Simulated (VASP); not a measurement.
# Yb (Fm-3m) in VASP: single point with PBE

Aim: the single point of Yb with PBE.

All numbers are computed with VASP 6.6.1; they aren't measurements. Logs are shortened: lines on timing, memory, paths and dates and some standing lists are left out, and cuts for length are marked.

**1. The undisturbed crystal**

It takes space group Fm-3m (No. 225, cubic). Conventional cell: a = 5.486 Å, b = 5.486 Å, c = 5.486 Å, α = 90.00°, β = 90.00°, γ = 90.00°. Around Yb (site symmetry m-3m) lie 12 Yb at 3.88 Å.

**2. Single point, PBE, collinear spin, ferromagnetic start (cell strained at random at fixed volume)**

Input file INCAR:

```
  PREC = Accurate
  ENCUT = 520
  EDIFF = 1E-7
  ISMEAR = -1
  SIGMA = 0.05
  LREAL = False
  LASPH = True
  NELM = 150
  ALGO = Normal
  ISIF = 2
  LWAVE = False
  LCHARG = False
  ISPIN = 2
  MAGMOM = 1
  LORBIT = 11
  LMAXMIX = 6
  GGA = PE
  NBANDS = 22
```

Input file KPOINTS:

```
regular mesh
0
Gamma
  8 8 8
```

Input file POSCAR:

```
Yb
1.0
    0.0278690000      2.7406390000      2.7568840000
    2.7504290000      0.0011660000      2.7835860000
    2.7304720000      2.7473840000      0.0211240000
Yb
1
Direct
    0.0053970000      0.0128420000     -0.0152210000
```

Potentials or basis: VASP PAW PBE potentials, release 64 (Yb).

On the command line:

```console
$ cat potpaw_PBE.64/Yb/POTCAR > POTCAR
$ mpirun -np 1 vasp_std > vasp.out
```

OUTCAR:

```text
PREC = Accurate
   ENCUT = 520
   EDIFF = 1E-7
   ISMEAR = -1
   LREAL = False
   LASPH = True
   NELM = 150
   ISIF = 2
   ISPIN = 2
   LORBIT = 11
   GGA = PE

 ion  position               nearest neighbor table
   1  0.005  0.013  0.985-

  Warning from LATTYP: Got some problem with cell dimensions!
  Tried to take original basis but could not verify dimensions!
  LATTYP: Found a triclinic cell.
 ALAT       =     3.8874526620
 B/A-ratio  =     1.4114295445
 C/A-ratio  =     1.0066257480
 COS(alpha) =     0.0005883320
 COS(beta)  =     0.5097066612
 COS(gamma) =     0.7042843951

  Lattice vectors:

 A1 = (  -0.0278690000,  -2.7406390000,  -2.7568840000)
 A2 = (  -0.0079120000,  -5.4868570000,   0.0055780000)
 A3 = (  -2.7504290000,  -0.0011660000,  -2.7835860000)

Analysis of symmetry for initial positions (statically):
=====================================================================
 Subroutine PRICEL returns:
 Original cell was already a primitive cell.

 Routine SETGRP: Setting up the symmetry group for a
 triclinic supercell.

 Subroutine GETGRP returns: Found  2 space group operations
 (whereof  1 operations were pure point group operations)
 out of a pool of  2 trial point group operations.

The static configuration has the point symmetry C_1 .
 The point group associated with its full space group is S_2 .

Analysis of symmetry for dynamics (positions and initial velocities):
=====================================================================
 Subroutine PRICEL returns:
 Original cell was already a primitive cell.

 Routine SETGRP: Setting up the symmetry group for a
 triclinic supercell.

 Subroutine GETGRP returns: Found  2 space group operations
 (whereof  1 operations were pure point group operations)
 out of a pool of  2 trial point group operations.

The dynamic configuration has the point symmetry C_1 .
 The point group associated with its full space group is S_2 .

Analysis of structural, dynamic, and magnetic symmetry:
=====================================================================
 Subroutine PRICEL returns:
 Original cell was already a primitive cell.

 Routine SETGRP: Setting up the symmetry group for a
 triclinic supercell.

 Subroutine GETGRP returns: Found  2 space group operations
 (whereof  1 operations were pure point group operations)
 out of a pool of  2 trial point group operations.

The overall configuration has the point symmetry C_1 .
 The point group associated with its full space group is S_2 .

 Subroutine INISYM returns: Found  2 space group operations
 (whereof  1 operations are pure point group operations),
 and found     1 'primitive' translations

----------------------------------------------------------------------------------------

                                     Primitive cell

  volume of cell :      41.2815

  direct lattice vectors                    reciprocal lattice vectors
     0.027869000  2.740639000  2.756884000    -0.185254031  0.182706847  0.182970823
     2.750429000  0.001166000  2.783586000     0.182075138 -0.182333853  0.179418872
     2.730472000  2.747384000  0.021124000     0.184721947  0.181801704 -0.182597764

  length of vectors
     3.887452662  3.913209944  3.873505184     0.318086733  0.313987455  0.317042585

  position of ions in fractional coordinates (direct lattice)
     0.005397000  0.012842000  0.984779000

  ion indices of the primitive-cell ions
   primitive index   ion index
                 1           1

----------------------------------------------------------------------------------------

 KPOINTS: regular mesh

Automatic generation of k-mesh.
 Grid dimensions read from file:
 generate k-points for:    8    8    8

 Generating k-lattice:

  Cartesian coordinates                     Fractional coordinates (reciprocal lattice)
    -0.023156754  0.022838356  0.022871353     0.125000000  0.000000000  0.000000000
     0.022759392 -0.022791732  0.022427359    -0.000000000  0.125000000 -0.000000000
     0.023090243  0.022725213 -0.022824721    -0.000000000 -0.000000000  0.125000000

  Length of vectors
     0.039760842  0.039248432  0.039630323

  Shift w.r.t. Gamma in fractional coordinates (k-lattice)
     0.000000000  0.000000000  0.000000000

 Subroutine IBZKPT returns following result:
 ===========================================

 Found    260 irreducible k-points:

 Following reciprocal coordinates:
            Coordinates               Weight
  0.000000  0.000000  0.000000      1.000000
  0.125000  0.000000 -0.000000      2.000000
  0.250000  0.000000 -0.000000      2.000000
  0.375000  0.000000 -0.000000      2.000000
  0.500000  0.000000 -0.000000      1.000000
  0.000000  0.125000  0.000000      2.000000
[... 16 lines left out ...]
  0.125000  0.375000  0.000000      2.000000
  0.250000  0.375000  0.000000      2.000000
 [... further k-points ...]
   k-points           NKPTS =    260   k-points in BZ     NKDIM =    260   number of bands    NBANDS=     22
   number of dos      NEDOS =    301   number of ions     NIONS =      1
   total plane-waves  NPLWV =  27000
   dimension x,y,z NGX =    30 NGY =   30 NGZ =   30
   dimension x,y,z NGXF=    60 NGYF=   60 NGZF=   60
   ions per type =               1
   NGX,Y,Z   is equivalent  to a cutoff of  12.83, 12.74, 12.88 a.u.
   NGXF,Y,Z  is equivalent  to a cutoff of  25.66, 25.49, 25.75 a.u.
 SYSTEM =  unknown system
   PREC   = accura    normal or accurate (medium, high low for compatibility)
   ISTART =      0    job   : 0-new  1-cont  2-samecut
   ICHARG =      2    charge: 1-file 2-atom 10-const
   ISPIN  =      2    spin polarized calculation?
   LNONCOLLINEAR =      F non collinear calculations
   LSORBIT =      F    spin-orbit coupling
   LASPH  =      T    aspherical Exc in radial PAW
   ENCUT  =  520.0 eV  38.22 Ry    6.18 a.u.   7.23  7.28  7.20*2*pi/ulx,y,z
   NELM   =    150;   NELMIN=  2; NELMDL= -5     # of ELM steps
   EDIFF  = 0.1E-06   stopping-criterion for ELM
   LREAL  =      F    real-space projection
   EDIFFG = 0.1E-05   stopping-criterion for IOM
   NSW    =      0    number of steps for IOM
   IBRION =     -1    ionic relax: 0-MD 1-quasi-New 2-CG
   NFREE  =      0    steps in history (QN), initial steepest desc. (CG)
   ISIF   =      2    stress and relaxation
   ISYM   =      2    0-nonsym 1-usesym 2-fastsym
   POTIM  = 0.5000    time-step for ionic-motion
   TEBEG  =    0.0;   TEEND  =   0.0 temperature during run
   PSTRESS=    0.0 pullay stress
   NELECT =      24.0000    total number of electrons
   NUPDOWN=      -1.0000    fix difference up-down
   EMIN   =  10.00;   EMAX   =-10.00  energy-range for DOS
   EFERMI =   0.00;   METHOD = LEGACY
   ISMEAR =    -1;   SIGMA  =   0.05  broadening in eV -4-tet -1-fermi 0-gaus
   EFERMI_NEDOS =   21; number of points for ismear=-14 and -15
   IALGO  =     38    algorithm
   IMIX   =      4    mixing-type and parameters
     AMIX     =   0.40;   BMIX     =  1.00
     AMIX_MAG =   1.60;   BMIX_MAG =  1.00
  volume/ion in A,a.u.               =      41.28       278.58
  Fermi-wavevector in a.u.,A,eV,Ry     =   1.366345  2.582017 25.400686  1.866898
  Thomas-Fermi vector in A             =   2.492493
   LORBIT       =     11    0 simple, 1 ext, 2 COOP (PROOUT), +10 PAW based schemes
   GGA     = PE    functional components
   LHFCALC =     F    Hartree Fock is set to
   AEXX    =    0.0000 exact exchange contribution
   IVDW    =     0    specifies the selected vdW correction
   LEPSILON=     F    determine dielectric tensor
   LRPA    =     F    only Hartree local field effects (RPA)
 spin polarized calculation
  energy-cutoff  :      520.00
  volume of cell :       41.28
 maximum number of plane-waves:      1124
 NGX is ok and might be reduce to    30
   NGX = 15   NGY = 15   NGZ = 15

 number of electron      24.0000001 magnetization       0.0000214

 number of electron      24.0000001 magnetization      -0.0001450

 Free energy of the ion-electron system (eV)
  ---------------------------------------------------
  ext. energy  EPLUGINS =         0.00000000
  ---------------------------------------------------
  free energy    TOTEN  =        -3.52630562 eV

  energy without entropy =       -3.51136337  energy(sigma->0) =       -3.51883449

 E-fermi :   1.1733     XC(G=0):  -8.8561

 val. band max:        1.1718920594   @ k =   0.5000  -0.3750   0.3750
 cond. band min:       1.1734635105   @ k =  -0.1250   0.5000   0.1250
 fundamental gap:      0.0015714511
 Fermi energy:         1.1732633222

 spin component 1

 k-point     1 :       0.0000    0.0000    0.0000
  band No.  band energies     occupation
      1     -50.6715      1.00000
      2     -22.9350      1.00000
      3     -22.9345      1.00000
      4     -22.9336      1.00000
      5      -3.6949      1.00000
      6       0.7434      0.99982
[... 14 lines left out ...]
     21      12.6328      0.00000
     22      14.1978      0.00000

 k-point     2 :       0.1250    0.0000   -0.0000
  band No.  band energies     occupation
      1     -50.6702      1.00000
      2     -22.9664      1.00000
      3     -22.9397      1.00000
      4     -22.9387      1.00000
      5      -3.3765      1.00000
      6       0.7473      0.99980
[... 542 lines left out ...]
 k-point    24 :       0.2500    0.3750    0.0000
  band No.  band energies     occupation
      1     -50.6638      1.00000
      2     -23.0756      1.00000
      3     -22.9934      1.00000
      4     -22.9831      1.00000
      5      -1.2392      1.00000
      6       0.7874      0.99956
[... 14 lines left out ...]
     21      12.8780      0.00000
     22      14.5987      0.00000

 [... further k-points ...]

 spin component 2

 k-point     1 :       0.0000    0.0000    0.0000
  band No.  band energies     occupation
      1     -50.6717      1.00000
      2     -22.9350      1.00000
      3     -22.9347      1.00000
      4     -22.9338      1.00000
      5      -3.6943      1.00000
      6       0.7430      0.99982
[... 14 lines left out ...]
     21      12.6331      0.00000
     22      14.1984      0.00000

 k-point     2 :       0.1250    0.0000   -0.0000
  band No.  band energies     occupation
      1     -50.6704      1.00000
      2     -22.9665      1.00000
      3     -22.9398      1.00000
      4     -22.9388      1.00000
      5      -3.3760      1.00000
      6       0.7469      0.99980
[... 542 lines left out ...]
 k-point    24 :       0.2500    0.3750    0.0000
  band No.  band energies     occupation
      1     -50.6640      1.00000
      2     -23.0756      1.00000
      3     -22.9937      1.00000
      4     -22.9832      1.00000
      5      -1.2387      1.00000
      6       0.7869      0.99956
[... 14 lines left out ...]
     21      12.8784      0.00000
     22      14.5993      0.00000

 [... further k-points ...]
[... 5 lines left out ...]
  --------------------------------------------------------------------------------------
  -------------------------------------------------------------------------------------
  Total       -0.7388676     -0.7610529     -0.7677023     -0.0076023      0.0091502     -0.0637102
  in kB      -28.6762453    -29.5372773    -29.7953480     -0.2950530      0.3551283     -2.4726617
  external PRESSURE =     -29.3362902 kB  Pullay stress =       0.0000000 kB

 VOLUME and BASIS-vectors are now :
 -----------------------------------------------------------------------------
  energy-cutoff  :      520.00
  volume of cell :       41.28
      direct lattice vectors                 reciprocal lattice vectors
     0.027869000  2.740639000  2.756884000    -0.185254031  0.182706847  0.182970823
     2.750429000  0.001166000  2.783586000     0.182075138 -0.182333853  0.179418872
     2.730472000  2.747384000  0.021124000     0.184721947  0.181801704 -0.182597764

 POSITION                                       TOTAL-FORCE (eV/Angst)
 -----------------------------------------------------------------------------------
      2.72438      2.72037      0.07143         0.000000      0.000000      0.000000
 -----------------------------------------------------------------------------------
    total drift:                               -0.000026     -0.000088      0.000003

  FREE ENERGIE OF THE ION-ELECTRON SYSTEM (eV)
  ---------------------------------------------------
  free  energy   TOTEN  =        -3.5263056229 eV

  energy  without entropy=       -3.5113633661  energy(sigma->0) =       -3.51883449

 total charge

# of ion       s       p       d       f       tot
--------------------------------------------------
    1        2.213   5.980   0.206  13.650  22.048

 magnetization (x)

# of ion       s       p       d       f       tot
--------------------------------------------------
    1       -0.000   0.000   0.000  -0.000  -0.000
```

Wall time 50 min (1 thread of AMD EPYC 9R45 (Zen 5), shared host); peak memory 0.49 GiB.

Results:

* Free energy: -3.5263 eV
* Pressure: -2.9 GPa
* Band gap on the k mesh: none (metal or under the smearing width)
* Net moment: 0.00 μB per cell
* Valence electrons inside the program's atomic spheres: Yb 22.05

Levels at points of the mesh, in eV from the Fermi level:
Spin up:
| k point | band 9 | band 10 | band 11 | band 12 | band 13 | band 14 | band 15 | band 16 |
| --- | --- | --- | --- | --- | --- | --- | --- | --- |
| (0.00, 0.00, 0.00) | -0.35 | -0.28 | -0.28 | -0.28 | 2.62 | 2.71 | 2.82 | 4.50 |
| (0.50, 0.00, 0.00) | -0.37 | -0.29 | -0.29 | -0.28 | 0.17 | 2.43 | 2.57 | 5.86 |
| (0.00, 0.50, 0.00) | -0.36 | -0.29 | -0.29 | -0.28 | 0.09 | 2.48 | 2.63 | 5.81 |
| (0.50, 0.50, 0.00) | -0.35 | -0.32 | -0.31 | -0.30 | 0.29 | 1.23 | 5.90 | 6.19 |
| (0.00, 0.00, 0.50) | -0.37 | -0.29 | -0.29 | -0.28 | 0.15 | 2.43 | 2.60 | 5.84 |
| (0.50, 0.00, 0.50) | -0.36 | -0.31 | -0.31 | -0.30 | 0.28 | 1.29 | 5.89 | 6.23 |
| (0.00, 0.50, 0.50) | -0.36 | -0.31 | -0.30 | -0.30 | 0.26 | 1.36 | 5.88 | 6.20 |
| (0.50, 0.50, 0.50) | -0.36 | -0.29 | -0.29 | -0.28 | 0.09 | 2.46 | 2.64 | 5.82 |
Spin down:
```tsv
k point	band 10	band 11	band 12	band 13	band 14	band 15
(0.00, 0.00, 0.00)	-0.29	-0.28	-0.28	2.62	2.71	2.82
(0.50, 0.00, 0.00)	-0.29	-0.29	-0.28	0.17	2.43	2.57
(0.00, 0.50, 0.00)	-0.30	-0.29	-0.28	0.09	2.48	2.63
(0.50, 0.50, 0.00)	-0.32	-0.31	-0.31	0.29	1.23	5.90
(0.00, 0.00, 0.50)	-0.29	-0.29	-0.28	0.15	2.43	2.60
(0.50, 0.00, 0.50)	-0.31	-0.31	-0.30	0.28	1.29	5.89
(0.00, 0.50, 0.50)	-0.31	-0.30	-0.30	0.26	1.36	5.88
(0.50, 0.50, 0.50)	-0.30	-0.29	-0.28	0.09	2.46	2.64
```

Caveat: spin-orbit coupling is left out, which moves the levels of the heavy elements. The state reached can hang on the start; a lower one may exist.
